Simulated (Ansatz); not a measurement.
Wanted: the native input for an Ansatz 0.2.0 run.

| Item | Value |
| --- | --- |
| Task | band structure |
| Functional | HSE06 |
| Potentials or basis | Ansatz PAW |
| Cutoff | 420 eV (not typed: the program's choice for these potentials) |
| k mesh | 8 × 8 × 8 |
| Occupations | fermi-dirac, width 0.05 eV |
| Spin | no spin polarisation |
| Path | [["G", "L", "B1"], ["B", "Z", "G", "X"], ["Q", "F", "P1", "Z"], ["L", "P"]] |
| Points for each segment of the path | 4 |

Ti2C:

```
CELL_PARAMETERS angstrom
1.54070 0.88952 4.81377
-1.54070 0.88952 4.81377
0.00000 -1.77905 4.81377
ATOMIC_POSITIONS crystal
Ti 0.75450 0.75450 0.75450
Ti 0.24550 0.24550 0.24550
C 0.50000 0.50000 0.50000
```

The cell comes from a database or a generator and needn't be the stable form of this composition.

The input as run:

input

```
crystal:
  lattice:
    - [1.540698181, 0.8895225095, 4.8137698526]
    - [-1.540698181, 0.8895225095, 4.8137698526]
    - [0.0, -1.7790450191, 4.8137698526]
  atoms:
    - { symbol: Ti, position: [0.75450217, 0.75450217, 0.75450217] }
    - { symbol: Ti, position: [0.24549783, 0.24549783, 0.24549783] }
    - { symbol: C, position: [0.5, 0.5, 0.5] }
hamiltonian:
  xc: hse06
  pseudopotentials: { kind: paw }
kpoints:
  mp_grid: { grid: [8, 8, 8] }
  band_path:
    path:
      - [[0.0, 0.0, 0.0], [0.5, 0.0, 0.0], [0.5, 0.1894308451, -0.1894308451]]
      - [[0.8105691549, 0.5, 0.1894308451], [0.5, 0.5, 0.5], [0.0, 0.0, 0.0], [0.3447154225, 0.0, -0.3447154225]]
      - [[0.6552845775, 0.3447154225, 0.0], [0.5, 0.5, 0.0], [0.6552845775, 0.6552845775, 0.1894308451], [0.5, 0.5, 0.5]]
      - [[0.5, 0.0, 0.0], [0.8105691549, 0.3447154225, 0.3447154225]]
    npoints: 4
scf:
  occupations: { method: fermi_dirac, width: 0.05 }
  n_extra_bands: 7
output:
  forces: true
  stress: true
  eigenvalues: true
  fatbands: false
```

It gave:

```json
{
 "Pressure": "-4.2 GPa",
 "Largest force": "0.413 eV/Å",
 "Band gap on the k mesh": "none (metal or under the smearing width)"
}
```

Caveat: the PAW data sets come from PBE, with cores solved anew for the run's functional, which leaves a small shift of forces and pressure; the thresholds are loose for stress.

Wall time 2.7 min on 1 × NVIDIA H100 80GB HBM3 with 2 threads of AMD EPYC 7R13 Processor (Zen 3), with other jobs on the host, peak memory 4.1 GiB.
